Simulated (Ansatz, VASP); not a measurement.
Two plane-wave programs on PbSe

```xyz
4
Lattice="4.2700 0.0000 0.0000 -2.1350 3.6979 0.0000 0.0000 0.0000 7.6463" Properties=species:S:1:pos:R:3 pbc="T T T"
Pb    2.1350    1.2326    5.7347
Pb    0.0000    2.4653    1.9116
Se    0.0000    0.0000    0.0000
Se    0.0000    0.0000    3.8231
```

Alike in both runs: functional PBE; k mesh 9 × 9 × 6; occupations gaussian, width 0.01 eV; no spin polarisation.

Ansatz relaxed the structure, and its values are those at the end. VASP's run is a single point on that final structure, the one shown.

```csv
,VASP,Ansatz
version,VASP 6.6.1,Ansatz 0.2.0
potentials or method,"VASP PAW PBE potentials, release 64 (Pb_d, Se)","scalar-relativistic, plane waves, PAW"
plane-wave cutoff (eV),520,420
valence electrons in the cell,40,60
```

|  | VASP | Ansatz | Ansatz less VASP |
| --- | --- | --- | --- |
| gap on the k mesh at the Fermi level (eV) | 0.39 | 0.38 | -0.003 |
| least direct gap on the mesh (eV) | 0.56 | 0.56 | -0.002 |
| pressure (GPa) | 0.0 | 0.0 | +0.03 |

The two sets of potentials don't hold the same shells in valence.

Caveats: spin-orbit coupling is left out, which as a rule narrows the gap of such compounds by several tenths of an eV; an odd mesh through Γ misses points on the zone boundary, where band edges often lie.
